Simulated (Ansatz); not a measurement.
# MnO2 (P6_3/mmc) in Ansatz: further runs

The runs below take MnO2 through band structure, with HSE06, PBE0.

Program: Ansatz 0.2.0. These are calculated values, not measurements. Logs are shortened: lines on timing, memory, paths and dates and some standing lists are left out, and cuts for length are marked.

### 1 The crystal as given

The structure is hexagonal, space group P6_3/mmc (No. 194). Conventional cell: a = 2.855 Å, b = 2.855 Å, c = 10.222 Å, α = 90.00°, β = 90.00°, γ = 120.00°. Mn (site symmetry -3m) is surrounded by 6 O at 1.90 Å. Around O (site symmetry 3m) lie 3 Mn at 1.90 Å.

Measurements of this composition are mostly on another form, of space group No. 136.

### 2 Band structure, HSE06, collinear spin, ferromagnetic start

input reads:

```
crystal:
  lattice:
    - [2.8549554371, 0.0, 0.0]
    - [-1.4274777185, 2.4724639352, 0.0]
    - [0.0, 0.0, 10.2217427273]
  atoms:
    - { symbol: Mn, position: [0.0, 0.0, 0.5], spin: 4.0 }
    - { symbol: Mn, position: [0.0, 0.0, 0.0], spin: 4.0 }
    - { symbol: O, position: [0.6666666667, 0.3333333333, 0.40685645] }
    - { symbol: O, position: [0.6666666667, 0.3333333333, 0.09314355] }
    - { symbol: O, position: [0.3333333333, 0.6666666667, 0.59314355] }
    - { symbol: O, position: [0.3333333333, 0.6666666667, 0.90685645] }
hamiltonian:
  xc: hse06
  pseudopotentials: { kind: paw }
magnetization:
  spin_polarized: true
kpoints:
  mp_grid: { grid: [8, 8, 2] }
  band_path:
    path:
      - [[0.0, 0.0, 0.0], [0.5, 0.0, 0.0], [0.3333333333, 0.3333333333, 0.0], [0.0, 0.0, 0.0], [0.0, 0.0, 0.5], [0.5, 0.0, 0.5], [0.3333333333, 0.3333333333, 0.5], [0.0, 0.0, 0.5]]
      - [[0.5, 0.0, 0.5], [0.5, 0.0, 0.0]]
      - [[0.3333333333, 0.3333333333, 0.0], [0.3333333333, 0.3333333333, 0.5]]
    npoints: 4
scf:
  occupations: { method: fermi_dirac, width: 0.05 }
  n_extra_bands: 15
output:
  forces: true
  stress: true
  eigenvalues: true
  fatbands: false
```

Potentials or basis: Ansatz PAW.

Output:

```text
Warning: output.stress: scf.convergence.dr2_threshold = 1e-7 eV (the SCF's general default) is looser than the 6e-10 eV advised for a printed stress (1e-10 eV for each atom of the cell: 6). What an SCF threshold leaves in a stress goes as its square root, and in the free energy as the threshold itself, and one threshold admits the most on a small cell: of the crystals measured, under no hybrid functional and no lock of the moments, on runs that ended without the residual-converged pass, on stresses that held no estimate of that error, the worst erred by over 100 MPa in a component at 1e-7 eV an atom and by under 5 at 1e-10. Set scf.convergence.dr2_threshold to 6e-10 eV or tighter. The threshold is an SCF's pass mark: one that does not reach it within its budget of iterations ends unconverged, or closes short of it on a stop that the run arms, and scf.convergence.dr2_threshold's page says what that costs each kind of run
Warning: output.stress: scf.exx.energy_threshold = 1e-6 eV is looser than the 6e-8 eV advised for a stress under a hybrid functional (1e-8 eV for each atom of the cell: 6). Every SCF of the exchange loop can meet its threshold on dr2 while the loop round them stops early: no threshold on dr2 bounds what that leaves in the stress. Set scf.exx.energy_threshold to 6e-8 eV or tighter. The threshold is the loop's pass mark: a loop that does not reach it within its budget of cycles ends unconverged, and scf.exx.energy_threshold's page has the law
scf.n_extra_bands = 15 over 27 filled bands (N_el = 54.0): the run solves 42 bands
GPUs: using 1 of 1 available (devices: 1).
Engine: ansatz 0.2.0, x86_64-unknown-linux-gnu
Pseudopotentials: kind: paw
Pseudopotential: Mn, paw, valence charge 15, recommended cutoff 420 eV (normal), Mn.paw.azcp
Pseudopotential: O, paw, valence charge 6, recommended cutoff 420 eV (normal), O.paw.azcp
Functional definition: HSE06
  parameter a = 0.25
  parameter omega = 0.11/bohr
  exchange = pbe_x - a*pbe_x_sr(omega) + a*exact_x_sr(omega)
  correlation = pbe_c
device memory: the entry about to start is reckoned to put 1.9 GiB on a device that reports 57.0 GiB free (of which the cap on the GPU budget leaves the run 18.0 GiB)
GPU FFT provider: cuFFT
GPU libraries: cuBLAS 13.8.2, cuFFT 12.4.0, cuSOLVER 12.3.4
Crystal: 6 atoms, lattice volume = 72.153 Å³
Basis set: ecut = 420 eV, 1427 PW (Γ), exchange–correlation on 40×40×144 points (8 copies of the dense FFT grid, shifted against one another)
Bands: 42, of which v1, the nominal top of the filled ones, is band 27 counted from 1 (26 counted from 0)
Symmetry: 24 space group operations
Space group: P63/mmc (ITA 194), of the structure as read, at distance tolerance 4.2e-5 Å
Magnetic group: BNS 194.263 (UNI 1493), of the structure as read, at distance tolerance 4.2e-5 Å
k-points: 20 of 128
Non-local potential: Mn, projectors of the file, l = 0: 3, l = 1: 2, l = 2: 3, l = 3: 1
Non-local potential: O, projectors of the file, l = 0: 2, l = 1: 2, l = 2: 1
PAW form: soft (Blöchl's): semilocal exchange-correlation on the pseudo side does not see the compensation charge
PAW frozen core: Mn, regenerated for the run's functional, and the local potential with it (the file was generated under x = pbe(κ = 0.804, μ = 0.2195149727645171), c = pbe(β = 0.06672455060314922))
PAW frozen core: O, regenerated for the run's functional, and the local potential with it (the file was generated under x = pbe(κ = 0.804, μ = 0.2195149727645171), c = pbe(β = 0.06672455060314922))
PAW one-centre angular grid: Mn, 590 points (default); XC on 64 Gauss nodes
PAW one-centre angular grid: O, 110 points (default); XC on 96 Gauss nodes
Initial density: superposition of atomic densities (chi_scale 0.1, normalization cell, long waves kept (reshape's long-wave potential 0.21 eV rms))
Starting moments: Σ|m| = 8 μB on 2 of 6 sites
Initial wavefunctions: pseudopotential atomic-orbital guess
GPU buffer pool allocated for 28800 grid points (all kernels)
GPU transforms: local potential and band sums: pruned to the plane-wave sphere, on 20×20×72
Functional: x = pbe(κ = 0.804, μ = 0.2195149727645171), c = pbe(β = 0.06672455060314922), warm-up for x = pbe(κ = 0.804, μ = 0.2195149727645171) + 0.25 (exact − pbe) at short range (hse, ω = 0.20786987370883472 Å⁻¹), c = pbe(β = 0.06672455060314922); HSE06 as pw.x's `hse` composes it (authors' and Libxc's form: `xc: wpbeh`)
SCF iter   1: F=—  HF=-10071.333892 eV  |F-HF|=—  |Δ(HF+E_count)|=         —  Δρ=2.36e-1 (↑8.66e-2 ↓2.36e-1)  dr2=7.54e1  dr2_m=5.10e0  M=4.939 μB ∫|m|=4.942 μB  β_m=0.30  ethr=1.00e-1  ⟨swp⟩=6.2  Hψ=5306  notcnv=0
preconditioner: auto → none  [metal: Δε(μ)=0.009 eV  Ē_g=14.860 eV  σ=0.050 eV  W_gap=0.04  n_scr=14 (ndim 8)  ℏωp=26.9 eV  f_vac=0.193  D(μ)=7.46/eV (n_scr^D=80)  sad-step TF]
SCF iter   2: F=—  HF=-10068.640568 eV  |F-HF|=—  |Δ(HF+E_count)|=    2.69e0  Δρ=1.03e-1 (↑1.03e-1 ↓6.22e-2)  dr2=1.22e1  dr2_m=9.43e-1  M=6.000 μB ∫|m|=6.217 μB  β_m=0.30  ethr=1.00e-1  ⟨swp⟩=2.8  Hψ=3538  notcnv=0
SCF iter   3: F=—  HF=-10067.055966 eV  |F-HF|=—  |Δ(HF+E_count)|=    1.58e0  Δρ=5.26e-2 (↑5.26e-2 ↓2.59e-2)  dr2=2.22e0  dr2_m=3.83e-1  M=6.000 μB ∫|m|=6.197 μB  β_m=0.30  ethr=2.25e-2  ⟨swp⟩=3.7  Hψ=3597  notcnv=0  defer=3
[... 54 lines left out ...]
  Residual-converged pass: ⟨swp⟩=2.8  Hψ=2894  notcnv=0  max |occ|·‖R‖ = 2.7e-7 eV (tolerance 2.7e-7 eV)  dr2=4.78e-11  dr2_m=4.13e-11  dr2_onsite=2.85e-11  max |Δocc| = 2.1e-26
hybrid outer 2: dexx = +8.026e-6 eV, tail = 4.95e-7 eV, Δε = 8.69e-3 eV (about 3.52e-4 eV left of the loop's levels), ΔF = 3.63e-2 eV/Å (tail 6.46e-3)
GPU FFT provider: cuFFT
GPU libraries: cuBLAS 13.8.2, cuFFT 12.4.0, cuSOLVER 12.3.4
GPU buffer pool allocated for 28800 grid points (all kernels)
GPU transforms: local potential and band sums: pruned to the plane-wave sphere, on 20×20×72
Exchange kernel: α = 0.2500, screened, ω = 0.2079 Å⁻¹, Wigner–Seitz truncation, v(0) = 1046.2076 eV·Å³, q-mesh 8×8×2, nearest image of the exchange supercell L = 20.44 Å, pair-density grid 15×15×50, without the augmentation charges, whose exchange is taken in its separable form by FFT convolution over the k-point mesh (sized by the pseudopotential files, 18×18×72 at the most), smooth part of the exact exchange by density-matrix convolution in up to 3.47 GiB of GPU memory as planned if the GPU has room (build and FFT work areas not counted)
Frozen-core exchange: fock
SCF iter   1: F=—  HF=-10064.315939 eV  |F-HF|=—  |Δ(HF+E_count)|=         —  Δρ=6.82e-6 (↑3.86e-6 ↓6.82e-6)  dr2=2.23e-8  dr2_m=1.60e-8  M=6.000 μB ∫|m|=6.520 μB  β_m=0.30  ethr=4.58e-9  ⟨swp⟩=4.7  Hψ=3606  notcnv=0
preconditioner: auto → none  [insulator: Δε(μ)=3.625 eV  Ē_g=17.508 eV  σ=0.050 eV  W_gap=1.00  n_scr=14 (ndim 8)  ℏωp=26.9 eV  f_vac=0.251  D(μ)=0.00/eV (n_scr^D=0)]
SCF iter   2: F=—  HF=-10064.315939 eV  |F-HF|=—  |Δ(HF+E_count)|=   2.39e-8  Δρ=6.49e-6 (↑6.49e-6 ↓5.48e-6)  dr2=3.73e-9  dr2_m=2.12e-8  M=6.000 μB ∫|m|=6.520 μB  β_m=0.50  ethr=3.41e-11  ⟨swp⟩=4.5  Hψ=4264  notcnv=0  defer=2
SCF iter   3: F=—  HF=-10064.315939 eV  |F-HF|=—  |Δ(HF+E_count)|=   4.60e-9  Δρ=4.71e-6 (↑4.71e-6 ↓3.63e-6)  dr2=1.13e-9  dr2_m=1.09e-8  M=6.000 μB ∫|m|=6.520 μB  β_m=0.75  ethr=5.80e-12  ⟨swp⟩=3.6  Hψ=3286  notcnv=0  defer=5
SCF iter   4: F=—  HF=-10064.315939 eV  |F-HF|=—  |Δ(HF+E_count)|=   5.40e-9  Δρ=2.14e-6 (↑4.52e-7 ↓2.14e-6)  dr2=4.12e-9  dr2_m=5.31e-10  M=6.000 μB ∫|m|=6.520 μB  β_m=0.77  ethr=2.02e-12 (applied; sched 1.70e-12)  ⟨swp⟩=4.0  Hψ=4208  notcnv=0  defer=3
SCF iter   5: F=—  HF=-10064.315939 eV  |F-HF|=—  |Δ(HF+E_count)|=  9.82e-11  Δρ=9.44e-7 (↑9.44e-7 ↓8.65e-7)  dr2=2.19e-9  dr2_m=3.80e-11  M=6.000 μB ∫|m|=6.520 μB  β_m=0.70  ethr=2.15e-12 (applied; sched 1.70e-12)  ⟨swp⟩=4.0  Hψ=3749  notcnv=0  defer=8
SCF iter   6: F=-10064.315939 eV  HF=-10064.315939 eV  |F-HF|=1.00e-10  |Δ(HF+E_count)|=  4.15e-10  Δρ=3.64e-7 (↑3.64e-7 ↓1.11e-7)  dr2=1.23e-10  dr2_m=1.90e-11  M=6.000 μB ∫|m|=6.520 μB  ethr=1.70e-12  ⟨swp⟩=2.9  Hψ=2911  notcnv=0  defer=4
SCF 4 converged in 6 iterations: F = -10064.315939 eV  dr2 = 1.23e-10
  Residual-converged pass: ⟨swp⟩=2.9  Hψ=3407  notcnv=0  max |occ|·‖R‖ = 2.7e-7 eV (tolerance 2.7e-7 eV)  dr2=1.15e-10  dr2_m=1.94e-11  dr2_onsite=1.94e-11  max |Δocc| = 4.8e-27
hybrid outer 3: dexx = +4.114e-8 eV, tail = 7.44e-10 eV, Δε = 3.77e-4 eV (about 2.10e-5 eV left of the loop's levels), ΔF = 3.85e-4 eV/Å (tail 1.89e-4)
device memory: the entry about to start is reckoned to put 0.9 GiB on a device that reports 36.4 GiB free (of which the cap on the GPU budget leaves the run 18.0 GiB)
NSCF: frozen V_eff on 39 k-points, pencils in batches of 32, up to order 188
this state was not tested for a lower state beside it, because the functional holds exact exchange (a hybrid, or Hartree-Fock), whose exchange loop this test does not read (fock_operator); the stability check (scf.self_checks: high) cannot read this state: a pseudopotential is PAW: the check reads norm-conserving sets alone
hybrid SCF converged: 3 outer / 23 inner (+11 warm-up), last move |dexx| = 4.11e-8 eV, tail = 7.44e-10 eV
Magnetization: 6.0000 μB (30.0000 up, 24.0000 down)
Absolute magnetization: 6.5243 μB (∫|ρ↑−ρ↓|, with the PAW one-centre terms)
Spin contamination: 0.1336 ħ² per cell (⟨S²⟩ above its minimum at these occupations)
Per-site moments (μB) at R_I (Å): [(2.6935233856827523, 0.7852030142042465), (2.693523385682752, 0.7852030142042467), (-0.0338216317340297, 0.7852030142042468), (-0.03382163173402949, 0.7852030142042467), (-0.03382163173402982, 0.7852030142042465), (-0.03382163173402946, 0.7852030142042468)]
Free energy (F): -10064.315939 eV
Frozen-core exchange: fock
Harris-Foulkes:  -10064.315939 eV  (|F-HF|=1.02e-10)
Internal energy: -10064.315939 eV  (E = F + TS)
E sigma→0 (E₀):  -10064.315939 eV
Fermi energy:    6.379019 eV
--- Per-component energies (eV) ---
  E_band       = -958.613909
  E_kinetic    = 1299.795863
  E_local      = -8260.588206  (includes V_loc(G=0)·N_el)
  E_nonlocal   = 657.811238
  E_hartree    = 3430.894406
  E_xc         = -418.317693
  E_vxc        = -529.890526  (∫ρ·V_xc dr)
  E_exx        = -206.081058  (= α·E_x^exact, valence–valence)
  E_paw        = -3114.612536  (= ΣΔE_a)
  E_vpaw       = -575.378091  (= ΣTr[D̂ρ^β])
  E_aug_tail   = 0.009475  (compensation charges beyond the density's cutoff)
  E_ewald      = -3452.727662
  E_core_change = -0.499766  (= ΣΔE_core)
  E_smearing   = -0.000000  (= −TS)
  E_closure    = -0.000000  (closes the sum)
  Σ components = -10064.315939   (vs F -10064.315939, Δ=0.00e0)
--- Forces (eV/Å), atoms counted from 1 ---
  atom   1  Mn     0.00000000     0.00000000     0.00000000
  atom   2  Mn     0.00000000     0.00000000     0.00000000
  atom   3  O     -0.00000000     0.00000000     0.44547643
  atom   4  O     -0.00000000     0.00000000    -0.44547643
  atom   5  O      0.00000000    -0.00000000    -0.44547643
  atom   6  O      0.00000000    -0.00000000     0.44547643
  max |Σ_I F_I| component: 1.85e-17 eV/Å
--- Stress (GPa, compression-positive) ---
       -3.410159       0.000000       0.000000
        0.000000      -3.410159       0.000000
        0.000000       0.000000      -2.711290
  P = ⅓ Tr σ = -3.1772 GPa (-31.772 kbar)
--- Band table (eV; the first three rows and the last of 40) ---
  k-point 0 ↑: bands = ["-82.1218", "-82.1218", "-49.3098", "-49.3098", "-49.2429", "-49.2429", "-49.2429", "-49.2429", "-15.8883", "-15.8466", "-13.5851", "-13.5101", "-2.0179", "-1.7643", "-1.3606", "-1.3606", "-1.3556", "-1.3556", "1.1092", "1.1092", "1.1118", "1.1118", "3.2194", "3.7352", "3.9999", "4.0861", "4.1183", "4.1183", "4.1438", "4.1438", "9.5528", "9.5528", "9.5776", "9.5776", "13.7787", "15.5363", "16.2125", "17.4078", "19.0439", "20.3639", "26.6637", "26.6637"]
[... 3 lines left out ...]
```

Wall time 2.9 min (1 × NVIDIA H100 80GB HBM3 with 2 threads of AMD EPYC 7R13 (Zen 3), shared host); peak memory 2.9 GiB.

What came out:

```yaml
Free_energy: -10064.3159 eV
Pressure: -3.2 GPa
Largest_force: 0.445 eV/Å
Band_gap_on_the_k_mesh: 3.62 eV, indirect (least direct gap 3.67 eV)
Band_gap_along_the_path: 3.60 eV, indirect (least direct gap 3.67 eV)
Net_moment: 6.00 μB per cell
Absolute_moment: 6.52 μB per cell
Site_moments: Mn +2.69; O -0.03 μB
```

Forces in eV/Å, atoms in the order of the input:
```
Mn   0.000  0.000  0.000
Mn   0.000  0.000  0.000
O    0.000  0.000  0.445
O    0.000  0.000 -0.445
O    0.000  0.000 -0.445
O    0.000  0.000  0.445
```

Stress tensor (GPa, compression positive):
```
-3.41  0.00  0.00
 0.00 -3.41  0.00
 0.00  0.00 -2.71
```

Levels at the corners of the path, in eV from the valence-band top:
Spin up:
```csv
point,band 28,band 29,band 30,band 31,band 32,band 33
Γ,-0.46,-0.43,-0.43,4.98,4.98,5.00
M,-1.53,-1.38,-1.16,4.09,4.28,4.82
K,-1.31,-1.12,-1.12,4.07,4.07,4.22
Γ,-0.46,-0.43,-0.43,4.98,4.98,5.00
A,-0.44,-0.44,-0.44,4.99,4.99,4.99
L,-1.56,-1.27,-1.27,4.18,4.18,4.84
H,-1.30,-1.13,-1.13,4.13,4.13,4.16
A,-0.44,-0.44,-0.44,4.99,4.99,4.99
L,-1.56,-1.27,-1.27,4.18,4.18,4.84
M,-1.53,-1.38,-1.16,4.09,4.28,4.82
K,-1.31,-1.12,-1.12,4.07,4.07,4.22
H,-1.30,-1.13,-1.13,4.13,4.13,4.16
```
Spin down:
| point | band 20 | band 21 | band 22 | band 23 | band 24 | band 25 | band 26 | band 27 | band 28 | band 29 |
| --- | --- | --- | --- | --- | --- | --- | --- | --- | --- | --- |
| Γ | -0.63 | -0.63 | -0.60 | -0.60 | -0.55 | 3.86 | 3.86 | 3.87 | 3.87 | 5.58 |
| M | -2.25 | -2.22 | -2.19 | -1.46 | -1.08 | 4.01 | 4.10 | 4.76 | 4.77 | 5.08 |
| K | -2.29 | -2.24 | -2.13 | -1.97 | -1.97 | 4.32 | 4.36 | 5.06 | 5.06 | 5.14 |
| Γ | -0.63 | -0.63 | -0.60 | -0.60 | -0.55 | 3.86 | 3.86 | 3.87 | 3.87 | 5.58 |
| A | -0.93 | -0.61 | -0.61 | -0.61 | -0.61 | 3.87 | 3.87 | 3.87 | 3.87 | 5.64 |
| L | -2.43 | -2.20 | -2.20 | -1.26 | -1.26 | 4.06 | 4.06 | 4.76 | 4.76 | 5.09 |
| H | -2.28 | -2.18 | -2.18 | -1.98 | -1.98 | 4.34 | 4.34 | 5.06 | 5.06 | 5.14 |
| A | -0.93 | -0.61 | -0.61 | -0.61 | -0.61 | 3.87 | 3.87 | 3.87 | 3.87 | 5.64 |
| L | -2.43 | -2.20 | -2.20 | -1.26 | -1.26 | 4.06 | 4.06 | 4.76 | 4.76 | 5.09 |
| M | -2.25 | -2.22 | -2.19 | -1.46 | -1.08 | 4.01 | 4.10 | 4.76 | 4.77 | 5.08 |
| K | -2.29 | -2.24 | -2.13 | -1.97 | -1.97 | 4.32 | 4.36 | 5.06 | 5.06 | 5.14 |
| H | -2.28 | -2.18 | -2.18 | -1.98 | -1.98 | 4.34 | 4.34 | 5.06 | 5.06 | 5.14 |

Caveat: the magnetic or orbital state may not be the lowest; the pressure holds a Pulay correction of +0.5 GPa for the finite cutoff; only a ferromagnetic start was run, and an antiferromagnetic order may lie lower in energy; the PAW data sets come from PBE, with cores solved anew for the run's functional, which leaves a small shift of forces and pressure; the thresholds are loose for stress.

### 3 Band structure, PBE0, collinear spin, ferromagnetic start

input: that of step 2 with these lines changed.

```diff
@@ -13,3 +13,3 @@
 hamiltonian:
-  xc: hse06
+  xc: pbe0
   pseudopotentials: { kind: paw }
```

Potentials or basis: Ansatz PAW.

It took 2.8 min on 1 × NVIDIA H100 80GB HBM3 with 2 threads of AMD EPYC 7R13 (Zen 3), shared host; peak memory 2.7 GiB.

Results (log left out):

- Free energy: -10065.0362 eV
- Pressure: -3.3 GPa
- Largest force: 0.457 eV/Å
- Band gap on the k mesh: 4.38 eV, indirect (least direct gap 4.43 eV)
- Band gap along the path: 4.36 eV, indirect (least direct gap 4.43 eV)
- Net moment: 6.00 μB per cell
- Absolute moment: 6.51 μB per cell
- Site moments: Mn +2.69; O -0.03 μB

Forces on the atoms (eV/Å):
```
Mn   0.000  0.000  0.000
Mn   0.000  0.000  0.000
O    0.000  0.000  0.457
O    0.000  0.000 -0.457
O    0.000  0.000 -0.457
O    0.000  0.000  0.457
```

Stress tensor (GPa, compression positive):
```
-3.58  0.00  0.00
 0.00 -3.58  0.00
 0.00  0.00 -2.79
```

Levels at the corners of the path, in eV from the valence-band top:
Spin up:
| point | band 26 | band 27 | band 28 | band 29 | band 30 | band 31 | band 32 | band 33 | band 34 | band 35 |
| --- | --- | --- | --- | --- | --- | --- | --- | --- | --- | --- |
| Γ | -0.51 | -0.45 | -0.45 | -0.43 | -0.43 | 5.76 | 5.76 | 5.78 | 5.78 | 9.97 |
| M | -2.11 | -1.60 | -1.54 | -1.41 | -1.17 | 4.87 | 5.06 | 5.60 | 5.64 | 14.12 |
| K | -2.05 | -1.33 | -1.33 | -1.14 | -1.14 | 4.85 | 4.85 | 5.00 | 5.00 | 16.04 |
| Γ | -0.51 | -0.45 | -0.45 | -0.43 | -0.43 | 5.76 | 5.76 | 5.78 | 5.78 | 9.97 |
| A | -0.54 | -0.44 | -0.44 | -0.44 | -0.44 | 5.77 | 5.77 | 5.77 | 5.77 | 10.59 |
| L | -2.13 | -1.58 | -1.58 | -1.28 | -1.28 | 4.97 | 4.97 | 5.62 | 5.62 | 14.65 |
| H | -2.10 | -1.32 | -1.32 | -1.15 | -1.15 | 4.91 | 4.91 | 4.94 | 4.94 | 16.23 |
| A | -0.54 | -0.44 | -0.44 | -0.44 | -0.44 | 5.77 | 5.77 | 5.77 | 5.77 | 10.59 |
| L | -2.13 | -1.58 | -1.58 | -1.28 | -1.28 | 4.97 | 4.97 | 5.62 | 5.62 | 14.65 |
| M | -2.11 | -1.60 | -1.54 | -1.41 | -1.17 | 4.87 | 5.06 | 5.60 | 5.64 | 14.12 |
| K | -2.05 | -1.33 | -1.33 | -1.14 | -1.14 | 4.85 | 4.85 | 5.00 | 5.00 | 16.04 |
| H | -2.10 | -1.32 | -1.32 | -1.15 | -1.15 | 4.91 | 4.91 | 4.94 | 4.94 | 16.23 |
Spin down:
| point | band 21 | band 22 | band 23 | band 24 | band 25 | band 26 | band 27 | band 28 |
| --- | --- | --- | --- | --- | --- | --- | --- | --- |
| Γ | -0.61 | -0.58 | -0.58 | -0.55 | 4.61 | 4.61 | 4.61 | 4.61 |
| M | -2.22 | -2.19 | -1.46 | -1.08 | 4.76 | 4.86 | 5.52 | 5.52 |
| K | -2.25 | -2.14 | -1.99 | -1.99 | 5.07 | 5.12 | 5.83 | 5.83 |
| Γ | -0.61 | -0.58 | -0.58 | -0.55 | 4.61 | 4.61 | 4.61 | 4.61 |
| A | -0.59 | -0.59 | -0.59 | -0.59 | 4.61 | 4.61 | 4.61 | 4.61 |
| L | -2.20 | -2.20 | -1.25 | -1.25 | 4.81 | 4.81 | 5.52 | 5.52 |
| H | -2.19 | -2.19 | -1.99 | -1.99 | 5.09 | 5.09 | 5.83 | 5.83 |
| A | -0.59 | -0.59 | -0.59 | -0.59 | 4.61 | 4.61 | 4.61 | 4.61 |
| L | -2.20 | -2.20 | -1.25 | -1.25 | 4.81 | 4.81 | 5.52 | 5.52 |
| M | -2.22 | -2.19 | -1.46 | -1.08 | 4.76 | 4.86 | 5.52 | 5.52 |
| K | -2.25 | -2.14 | -1.99 | -1.99 | 5.07 | 5.12 | 5.83 | 5.83 |
| H | -2.19 | -2.19 | -1.99 | -1.99 | 5.09 | 5.09 | 5.83 | 5.83 |

Caveat: the magnetic or orbital state may not be the lowest; the pressure holds a Pulay correction of +0.5 GPa for the finite cutoff; only a ferromagnetic start was run, and an antiferromagnetic order may lie lower in energy; the PAW data sets come from PBE, with cores solved anew for the run's functional, which leaves a small shift of forces and pressure; the thresholds are loose for stress.
